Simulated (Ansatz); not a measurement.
# Zone-centre phonons of MnS: input and output

These are results of DFT PBEsol, scalar-relativistic, plane waves, PAW in Ansatz 0.2.0, not measurements.

Launched with:
```bash
ansatz run input.yaml --threads 1 --pin off --max-ram 3072MiB --backend cpu --events-out ev --progress --plain --runs-dir out
```

Input (bare energies are in eV):
```yaml
crystal:
  lattice:
    - [0.0, 2.7294253091, 2.7294253091]
    - [2.7294253091, 0.0, 2.7294253091]
    - [2.7294253091, 2.7294253091, 0.0]
  atoms:
    - { symbol: Mn, position: [0.0, 0.0, 0.0], spin: 4.27 }
    - { symbol: S, position: [0.75, 0.75, 0.75] }
basis:
  ecutwfc: 420
kpoints:
  mp_grid: { grid: [14, 14, 14] }
hamiltonian:
  xc: pbesol
scf:
  occupations: { method: gaussian, width: 0.2 }
output:
  eigenvalues: true
  populations: true
magnetization:
  spin_polarized: true
phonons:
  method: dfpt
  eigenvectors: true
```

Results section of the output:
```
--- Phonons (Γ-DFPT): 2 representative perturbations + reference, on 244 of 2744 k-points (Σ response iterations 6) ---
  k mesh reduced under 8 symmetry operations, with k and −k counted as one. Each operation leaves every solved displacement unchanged or reverses it
  ASR residual: 1.447e-5 → 0.000e0 eV/Å²; symmetrization residual: 5.413e-7 eV/Å²
  ASR residual per site (eV/Å²): 1.39e-5 1.45e-5
  Γ frequencies (cm⁻¹): 0.00 0.00 0.00 290.15 290.15 290.15
  non-analytic LO–TO correction: not included (Born effective charges unavailable; polar crystals: no LO–TO splitting at Γ)
--- Löwdin populations: 2 sites ---
  site symbol q [e]    m [muB]
     0     Mn     14.0412     4.2727
     1      S      6.7597     0.2325
  spilling = 0.009482 (of n_electrons = 21.000000)
```

Time: 93 s on 1 thread of Arm Neoverse V2, on a shared host, peak memory 1 GiB.

In a metal, frequencies and elastic constants depend on the k mesh and the smearing, soft modes and shear constants most. A semilocal functional can close a gap that the real compound has.

This zinc-blende form isn't the usual stable structure of the compound.